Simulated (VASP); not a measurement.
# Ru: generalised stacking fault

Ru, P6_3/mmc (no. 194), 8 atoms in the cell. PBE, constrained relaxations along a path; PAW potentials Ru_pv (PBE set).

Path: generalised stacking fault, a/3<10-10> on (0001); Layers in the cell: 8.

## Input

INCAR:
```
PREC = Normal
ENCUT = 300
EDIFF = 1E-6
ISMEAR = 1
SIGMA = 0.2
LREAL = F
LASPH = T
NELM = 100
ALGO = Normal
LWAVE = F
LCHARG = F
IBRION = 2
NSW = 100
ISIF = 2
EDIFFG = -0.02
POTIM = 0.5
ISYM = 2
KPAR = 8
```

KPOINTS:
```
k-points
0
Gamma
  18 18 3
```

POSCAR.step1:
```
Ru
1.0
    2.7058000000      0.0000000000      0.0000000000
    1.3529000000      2.3432915376      0.0000000000
    0.0000000000      0.0000000000     17.1276000000
Ru
8
Selective dynamics
Direct
   -0.3333333333      0.6666666667      0.0000000000  F F T
    0.0000000000      0.0000000000      0.1250000000  F F T
   -0.3333333333      0.6666666667      0.2500000000  F F T
    0.0000000000      0.0000000000      0.3750000000  F F T
   -0.3333333333      0.6666666667      0.5000000000  F F T
    0.0000000000      0.0000000000      0.6250000000  F F T
   -0.3333333333      0.6666666667      0.7500000000  F F T
    0.0000000000      0.0000000000      0.8750000000  F F T
```

POSCAR.step2:
```
Ru
1.0
    2.7058000000      0.0000000000      0.0000000000
    1.3529000000      2.3432915376      0.0000000000
   -0.2705800000     -0.1562194358     17.1276000000
Ru
8
Selective dynamics
Direct
   -0.3333333333      0.6666666667      0.0000000000  F F T
    0.0083333333      0.0083333333      0.1250000000  F F T
   -0.3166666667      0.6833333333      0.2500000000  F F T
    0.0250000000      0.0250000000      0.3750000000  F F T
   -0.3000000000      0.7000000000      0.5000000000  F F T
    0.0416666667      0.0416666667      0.6250000000  F F T
   -0.2833333333      0.7166666667      0.7500000000  F F T
    0.0583333333      0.0583333333      0.8750000000  F F T
```

POSCAR.step3:
```
Ru
1.0
    2.7058000000      0.0000000000      0.0000000000
    1.3529000000      2.3432915376      0.0000000000
   -0.5411600000     -0.3124388717     17.1276000000
Ru
8
Selective dynamics
Direct
   -0.3333333333      0.6666666667      0.0000000000  F F T
    0.0166666667      0.0166666667      0.1250000000  F F T
   -0.3000000000      0.7000000000      0.2500000000  F F T
    0.0500000000      0.0500000000      0.3750000000  F F T
   -0.2666666667      0.7333333333      0.5000000000  F F T
    0.0833333333      0.0833333333      0.6250000000  F F T
   -0.2333333333      0.7666666667      0.7500000000  F F T
    0.1166666667      0.1166666667      0.8750000000  F F T
```

POSCAR.step4:
```
Ru
1.0
    2.7058000000      0.0000000000      0.0000000000
    1.3529000000      2.3432915376      0.0000000000
   -0.6764500000     -0.3905485896     17.1276000000
Ru
8
Selective dynamics
Direct
   -0.3333333333      0.6666666667      0.0000000000  F F T
    0.0208333333      0.0208333333      0.1250000000  F F T
   -0.2916666667      0.7083333333      0.2500000000  F F T
    0.0625000000      0.0625000000      0.3750000000  F F T
   -0.2500000000      0.7500000000      0.5000000000  F F T
    0.1041666667      0.1041666667      0.6250000000  F F T
   -0.2083333333      0.7916666667      0.7500000000  F F T
    0.1458333333      0.1458333333      0.8750000000  F F T
```

POSCAR.step5:
```
Ru
1.0
    2.7058000000      0.0000000000      0.0000000000
    1.3529000000      2.3432915376      0.0000000000
   -0.8117400000     -0.4686583075     17.1276000000
Ru
8
Selective dynamics
Direct
   -0.3333333333      0.6666666667      0.0000000000  F F T
    0.0250000000      0.0250000000      0.1250000000  F F T
   -0.2833333333      0.7166666667      0.2500000000  F F T
    0.0750000000      0.0750000000      0.3750000000  F F T
   -0.2333333333      0.7666666667      0.5000000000  F F T
    0.1250000000      0.1250000000      0.6250000000  F F T
   -0.1833333333      0.8166666667      0.7500000000  F F T
    0.1750000000      0.1750000000      0.8750000000  F F T
```

POSCAR.step6:
```
Ru
1.0
    2.7058000000      0.0000000000      0.0000000000
    1.3529000000      2.3432915376      0.0000000000
   -1.0823200000     -0.6248777434     17.1276000000
Ru
8
Selective dynamics
Direct
   -0.3333333333      0.6666666667      0.0000000000  F F T
    0.0333333333      0.0333333333      0.1250000000  F F T
   -0.2666666667      0.7333333333      0.2500000000  F F T
    0.1000000000      0.1000000000      0.3750000000  F F T
   -0.2000000000      0.8000000000      0.5000000000  F F T
    0.1666666667      0.1666666667      0.6250000000  F F T
   -0.1333333333      0.8666666667      0.7500000000  F F T
    0.2333333333      0.2333333333      0.8750000000  F F T
```

POSCAR.step7:
```
Ru
1.0
    2.7058000000      0.0000000000      0.0000000000
    1.3529000000      2.3432915376      0.0000000000
   -1.3529000000     -0.7810971792     17.1276000000
Ru
8
Selective dynamics
Direct
   -0.3333333333      0.6666666667      0.0000000000  F F T
    0.0416666667      0.0416666667      0.1250000000  F F T
   -0.2500000000      0.7500000000      0.2500000000  F F T
    0.1250000000      0.1250000000      0.3750000000  F F T
   -0.1666666667      0.8333333333      0.5000000000  F F T
    0.2083333333      0.2083333333      0.6250000000  F F T
   -0.0833333333      0.9166666667      0.7500000000  F F T
    0.2916666667      0.2916666667      0.8750000000  F F T
```

Commands (each step's output is kept before the next begins):
```
cat potpaw_PBE.64/Ru_pv/POTCAR > POTCAR
# POSCAR: c tilted by 0 of a/3<10-10> on (0001)
cp POSCAR.step1 POSCAR
mpirun -np 8 vasp_std > vasp.out
# POSCAR: c tilted by 0.2 of a/3<10-10> on (0001)
cp POSCAR.step2 POSCAR
mpirun -np 8 vasp_std > vasp.out
# POSCAR: c tilted by 0.4 of a/3<10-10> on (0001)
cp POSCAR.step3 POSCAR
mpirun -np 8 vasp_std > vasp.out
# POSCAR: c tilted by 0.5 of a/3<10-10> on (0001)
cp POSCAR.step4 POSCAR
mpirun -np 8 vasp_std > vasp.out
# POSCAR: c tilted by 0.6 of a/3<10-10> on (0001)
cp POSCAR.step5 POSCAR
mpirun -np 8 vasp_std > vasp.out
# POSCAR: c tilted by 0.8 of a/3<10-10> on (0001)
cp POSCAR.step6 POSCAR
mpirun -np 8 vasp_std > vasp.out
# POSCAR: c tilted by 1 of a/3<10-10> on (0001)
cp POSCAR.step7 POSCAR
mpirun -np 8 vasp_std > vasp.out
```

## Result

- Unstable fault energy (mJ/m²): 1008
- Energy at the end of the slip (mJ/m²): 624
- Ionic steps, all stages: 52
- Electronic steps, all stages: 489

Energy along the slip:

| Share of the slip | Fault energy (mJ/m²) |
|---|---|
| 0 | 0 |
| 0.2 | 349 |
| 0.4 | 873 |
| 0.5 | 997 |
| 0.6 | 1001 |
| 0.8 | 779 |
| 1 | 624 |

Limits: the faults repeat once a cell, and the in-plane lattice is that of the given cell.

VASP 6.6.1 took 1135 s on 8 cores (Intel Xeon 6975P-C (Granite Rapids)), a shared host.
